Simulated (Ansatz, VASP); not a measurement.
**One calculation of GaN, two programs**

The input POSCAR:

```
GaN
1.0
    0.0000000000      2.2489525436      2.2489525436
    2.2489525436      0.0000000000      2.2489525436
    2.2489525436      2.2489525436      0.0000000000
Ga N
1 1
Direct
    0.0000000000      0.0000000000      0.0000000000
    0.2500000000      0.2500000000      0.2500000000
```

The input INCAR.step1:

```
SYSTEM = GaN
ALGO = Normal
EDIFF = 1E-4
ENCUT = 520
GGA = PE
ISMEAR = 0
LASPH = .TRUE.
LCHARG = .FALSE.
LREAL = .FALSE.
LWAVE = .TRUE.
NBANDS = 16
NELM = 80
PREC = Accurate
SIGMA = 0.01
```

INCAR.step2

```
SYSTEM = GaN
ALGO = Normal
EDIFF = 1E-7
ENCUT = 520
ISIF = 2
ISMEAR = 0
ISTART = 1
LASPH = .TRUE.
LCHARG = .FALSE.
LMIXTAU = .TRUE.
LREAL = .FALSE.
LWAVE = .FALSE.
METAGGA = R2SCAN
NBANDS = 16
NELM = 80
PREC = Accurate
SIGMA = 0.01
```

The input KPOINTS:

```
k-points
0
G
  10 10 10
  0 0 0
```

Input for Ansatz:

```yaml
crystal:
  lattice:
    - [0.0, 2.2489525436, 2.2489525436]
    - [2.2489525436, 0.0, 2.2489525436]
    - [2.2489525436, 2.2489525436, 0.0]
  atoms:
    - { symbol: Ga, position: [0.0, 0.0, 0.0] }
    - { symbol: "N", position: [0.25, 0.25, 0.25] }
kpoints:
  mp_grid: { grid: [10, 10, 10] }
  band_path:
    path:
      - [0.0, 0.0, 0.0]
      - [-0.5, -0.5, 0.0]
      - [-0.375, -0.375, 0.25]
      - [-0.375, 0.0, 0.375]
      - [0.0, 0.0, 0.5]
      - [-0.5, -0.25, 0.25]
    npoints: 1
hamiltonian:
  xc: r2scan
scf:
  occupations: { method: fixed }
  n_extra_bands: 4
output:
  forces: true
  stress: true
  eigenvalues: true
```

The cell was built by a generator and needn't be a form met in nature.

Alike in both runs: task single point; functional r2SCAN; k mesh 10 × 10 × 10; no spin polarisation.

|  | VASP | Ansatz |
| --- | --- | --- |
| version | VASP 6.6.1 | Ansatz 0.2.0 |
| potentials or method | VASP PAW PBE potentials, release 64 (Ga_d, N) | plane waves, PAW |
| plane-wave cutoff (eV) | 520 | 500 |
| occupations | gaussian, width 0.01 eV | fixed |
| valence electrons in the cell | 18 | 18 |

Ansatz gave:

| Item | Value |
| --- | --- |
| gap on the k mesh at the Fermi level (eV) | 2.17 |
| pressure (GPa) | 0.0 |

**Question.** Estimate VASP's values.

**Answer.** gap on the k mesh at the Fermi level (eV): 2.16; pressure (GPa): 1.1.

Caveats: the PAW data sets were made with another functional, which shifts forces and pressure a little (VASP). r2SCAN opens gaps a little over a GGA but as a rule still falls short of measured ones.
